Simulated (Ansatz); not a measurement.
## Au: strain energy, fitted

Au, Fm-3m, a = 4.124 Å. Ansatz: r2SCAN, PAW, 500 eV, Γ-centred 18×18×12 mesh on 2 atoms, Gaussian smearing 0.10 eV; no spin polarisation. Series: strain along c alone, the other axes held, atoms fixed by symmetry; x is the strain in per cent. The axes a, b, c are those of the computed cell (2.916, 2.916, 4.124 Å), along [1 1 0], [-1 1 0], [0 0 1] of the cell named above. y is the free energy over the unstrained cell, V0 = 17.539 Å³/atom.

```
x (%) y (meV/atom)
 -3.0             ?
 -2.0          3.46
 -1.0          0.75
  0.0          0.00
  1.0          1.08
  2.0          3.84
  3.0          8.19
```

Question: Fit y = c2 x² + c3 x³ to the other rows, turn c2 into a modulus, and predict the missing energy.

Answer: Least squares on the rows shown. y = 0.8913 x² + 0.009203 x³. In eV per unit strain² c2 is 8.913; this is C33 with relaxed ions (E = ½ C33 V0 ε²): 2 × 8.913 × 160.2 / (17.539) = 163 GPa. The unstrained cell keeps some stress along the strain, worth a slope of 0.18 meV/atom per %, which the form leaves out. With a term in x⁴ added, the coefficient of x² becomes 0.9670, 8 % more, which shows how far this figure hangs on the form. At x = -3.0 the fit asked for gives 7.77 meV/atom. The run gave 8.28 meV/atom, so the fit is 0.51 meV/atom too low, 6.2 % of the span of the series, against an rms of 0.14 meV/atom on the fitted rows. The row lies outside the fitted range. With a term in x⁴ added, a fit to the same known rows predicts 6.85 meV/atom, further off still.

Spin–orbit coupling is left out, which can shift energies with elements as heavy as these.